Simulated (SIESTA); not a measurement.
## TiAl3 under changes of volume

One of the cells (15.634 Å³/atom); the others are scaled copies at fixed shape and fractional positions:

```xyz
4
Lattice="-1.9111 1.9111 4.2807 1.9111 -1.9111 4.2807 1.9111 1.9111 -4.2807" Properties=species:S:1:pos:R:3 pbc="T T T"
Ti    0.0000    0.0000    0.0000
Al    1.9111    0.0000    2.1403
Al    0.0000    1.9111    2.1403
Al    0.0000    0.0000    4.2807
```

The cell comes from a database or a generator and needn't be the stable form of this composition.

```yaml
Program: SIESTA 5.4.2
Functional: LDA
Potentials_or_basis: PseudoDojo 0.4 standard (LDA files)
Basis: DZP (energy shift 0.003 Ry; two zetas on semicore shells)
Grid_cutoff: 800 Ry
Energy_shift: 0.003 Ry
k_mesh: 10 × 10 × 10
Occupations: fermi-dirac, width 0.05 eV
Spin: no spin polarisation
```

| volume (Å³/atom) | energy over the lowest point (meV/atom) | pressure (GPa) |
| --- | --- | --- |
| 14.696 | 5.65 | 4.2 |
| 15.009 | 0.28 | 1.4 |
| 15.322 | 0.00 | -1.0 |
| 15.634 | 4.33 | -3.3 |
| 15.947 | ? | ? |
| 16.260 | 25.05 | -7.1 |

Q: What does the run at 15.947 Å³/atom give?

A: Energy over the lowest point 12.82 meV/atom; pressure -5.3 GPa.

Worked out: A Birch-Murnaghan fit of order 3 (a polynomial in V^(-2/3)) to the other rows has its minimum at 15.18 Å³/atom with B0 = V·E''(V) = 120 GPa and B' = 4.0 at fixed shape and positions, which overstates the stiffness. It gives 12.81 meV/atom at 15.947 Å³/atom, against the run's 12.82, and -dE/dV = -5.3 GPa, against -5.3.

Energies are extrapolated to zero smearing.

Caveats: the basis of atomic orbitals isn't converged, which shifts pressures, moduli and gaps.
